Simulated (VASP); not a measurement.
Write the native input for VASP 6.6.1 that does the following.

| Property | Result |
| --- | --- |
| Task | relaxation of cell and atoms |
| Functional | PBE |
| Dispersion | D3(BJ) |
| Potentials or basis | VASP PAW PBE potentials, release 64 (Ba_sv, H) |
| Cutoff | 600 eV |
| k mesh | 5 × 5 × 5 |
| Occupations | fermi-dirac, width 0.05 eV |
| Spin | no spin polarisation |
| Further INCAR settings | ALGO = Normal; EDIFF = 1e-06; IBRION = 2; EDIFFG = -0.01; NSW = 60; ISIF = 3 |

The structure of BaH4 lies in POSCAR:

```
BaH4
1.0
    2.2908200000      1.3226000000      3.5362500000
   -2.2908200000      1.3226000000      3.5362500000
    0.0000000000     -2.6452100000      3.5362500000
Ba H
1 4
Direct
    0.0000000000      0.0000000000      0.0000000000
    0.7408700000      0.7408700000      0.7408700000
    0.2591300000      0.2591300000      0.2591300000
    0.4636900000      0.4636900000      0.4636900000
    0.5363100000      0.5363100000      0.5363100000
```

The cell was built by a generator and needn't be a form met in nature.

The input as run:

INCAR

```
PREC = Accurate ; ENCUT = 600
EDIFF = 1E-6 ; ISMEAR = -1
SIGMA = 0.05 ; LREAL = False
LASPH = True ; NELM = 80
ALGO = Normal ; ISIF = 3
LWAVE = False ; LCHARG = False
GGA = PE ; IVDW = 12
IBRION = 2 ; NSW = 60
EDIFFG = -0.01
```

KPOINTS

```
Automatic mesh
0
Gamma
  5 5 5
```

Potentials or basis: VASP PAW PBE potentials, release 64 (Ba_sv, H).

Launch:

```sh
$ cat potpaw_PBE.64/Ba_sv/POTCAR potpaw_PBE.64/H/POTCAR > POTCAR
$ mpirun -np 1 vasp_std > vasp.out
```

Results of the run:

```json
{
 "Relaxed volume": "12.55 Å³/atom",
 "Relaxed cell": "a = 4.381 Å, b = 4.381 Å, c = 4.381 Å, α = 62.51°, β = 62.51°, γ = 62.51°",
 "Space group after relaxing (to 0.05 Å)": "R-3m (No. 166)",
 "Energy gained by relaxing": "0.7 meV/atom",
 "Ionic steps": "9",
 "Pressure after relaxing": "0.0 GPa",
 "Largest force after relaxing": "0.009 eV/Å",
 "Band gap on the k mesh": "2.58 eV, indirect (least direct gap 3.07 eV)",
 "Dispersion energy per atom": "-0.105 eV"
}
```

Caveat: spin-orbit coupling is left out, which moves the levels of the heavy elements; an odd mesh through Γ misses points on the zone boundary, where band edges often lie.

It took 79 s on 1 thread of Intel(R) Xeon(R) Platinum 8488C (Sapphire Rapids), on a shared host, peak memory 0.21 GiB.
